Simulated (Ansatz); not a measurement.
**Calculated ³³S nuclear quadrupole resonance for WS2**

Cell: a structure deposited in the COD, ions relaxed with PBE at fixed cell.

```yaml
crystal:
  lattice:
    - [1.57900, 0.91164, 6.16333]
    - [-1.57900, 0.91164, 6.16333]
    - [0.00000, -1.82327, 6.16333]
  atoms:
    - { symbol: W, position: [0.00066, 0.00066, 0.00066] }
    - { symbol: S, position: [0.24886, 0.24886, 0.24886] }
    - { symbol: S, position: [0.41917, 0.41917, 0.41917] }
```

Atoms are numbered from 1 in the order listed; like atoms form one site, named after its first atom.

All values are calculated (Ansatz; DFT, PBE, plane waves and PAW, scalar-relativistic, collinear spin, 420 eV cutoff, Γ-centred 16×16×16 k-points, Fermi–Dirac smearing 0.02 eV), not measured. Start moments as typed (μB): 2 on each W, none on the rest.

³³S: I = 3/2, Q = -69.40 mb (year-2017 value). Static lattice, zero field.

**Question.** Predict the zero-field ³³S lines of each site.

**Answer.** For I = 3/2 there is one line, ν = (|C_Q|/2)(1 + η²/3)^½.

```tsv
site	atoms	V_zz (10²¹ V/m²)	C_Q (MHz)	η	line frequencies (MHz)
S2	2	-4.43	7.43	0.00	3.71
S3	3	-4.25	7.13	0.00	3.57
```

An axis of threefold or higher order runs through S2 and S3, so V_zz lies along it and η is zero.

Without spin–orbit coupling the gradients at and beside W can be off by some per cent, at some sites by more. The start moments die out, and the run ends without spin.
